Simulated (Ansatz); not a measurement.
Runs of Ansatz 0.2.0 on CuO. Symmetry: P4/nmm, No. 129, tetragonal system. Conventional cell: a = 3.175 Å, b = 3.175 Å, c = 4.650 Å, α = 90.00°, β = 90.00°, γ = 90.00°. Around Cu (site symmetry -4m2) lie 4 O at 2.02 Å and 4 Cu at 2.25 Å. O (site symmetry 4mm) is surrounded by 4 Cu at 2.02 Å. The cell was built by a generator and needn't be a form met in nature.

```tsv
task	level	cutoff (eV)	points for each segment of the path	gap on the mesh (eV)	pressure (GPa)	largest force (eV/Å)
band structure	LDA	420	14	none	3.9	1.69
band structure	revPBE	420	14	none	(b)	0.74
band structure	PBE	420	14	none	16.8	0.89
single point	PBE0	420	-	none	10.8	1.87
band structure	RPBE	420	14	none	21.5	0.67
band structure	HSE06	420	4	none	11.0	(a)
band structure	r2SCAN	500	14	none	10.3	1.46
single point	r2SCAN0	500	-	none	7.0	2.17
```

Alike in all rows: potentials or basis Ansatz PAW; no spin polarisation; cell as given; k mesh 5 × 5 × 4; smearing fermi-dirac 0.05 eV; the mesh is coarse, so values aren't converged.

Estimate the missing entries.

(a) 1.81; (b) 20.3.

Caveats: all runs use coarse meshes; the run has no spin polarisation, though such a crystal can be magnetic; the PAW data sets come from PBE, with cores solved anew for the run's functional, which leaves a small shift of forces and pressure (some runs); semilocal functionals often make such compounds metallic where correlation or magnetic order opens a gap, which also shifts bond lengths (some runs); forces of over 1 eV/Å show positions far from the minimum, so gaps and moduli don't describe the material at rest (some runs); the thresholds are loose for stress (some runs).

A gap of «none» marks a metal or a gap under the smearing width.
